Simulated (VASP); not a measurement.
Input of a VASP 6.6.1 run:

File INCAR:

```
PREC = Accurate
ENCUT = 520
EDIFF = 1E-8
ISMEAR = 0
SIGMA = 0.1
LREAL = F
LASPH = T
NELM = 60
ALGO = Normal
ISIF = 2
LWAVE = F
LCHARG = F
GGA = PE
NBANDS = 16
IBRION = 8
NSW = 1
```

Contents of KPOINTS:

```
Automatic mesh
0
Gamma
  12 12 10
```

The input POSCAR:

```
WC                                      
1.0
    2.9242424048      0.0000000000      0.0000000000
   -1.4621212024      2.5324682134      0.0000000000
    0.0000000000      0.0000000000      2.8503755950
  W               C             
     1     1
Direct
     0.0000000000000000    0.0000000000000000    0.0000000000000000
     0.6666666699999979    0.3333333300000021    0.5000000000000000
```

Potentials or basis: VASP PAW PBE potentials, release 64 (W_sv, C).

Run with:

```console
$ cat potpaw_PBE.64/W_sv/POTCAR potpaw_PBE.64/C/POTCAR > POTCAR
$ mpirun -np 1 vasp_std > vasp.out
```

Problem. What does it give for the band gap on the k mesh?

Solution. None (metal or under the smearing width).

Problem. What does it give for the highest phonon frequency at Γ?

Solution. 602 cm⁻¹.

Problem. Predict the pressure.

Solution. 0.0 GPa.

Phonon frequencies in cm⁻¹ (negative: imaginary):
```tsv
q point	frequencies
(0.000, 0.000, 0.000)	0 0 0 568 602 602
```

Spin-orbit coupling is left out, which matters for the levels of W.
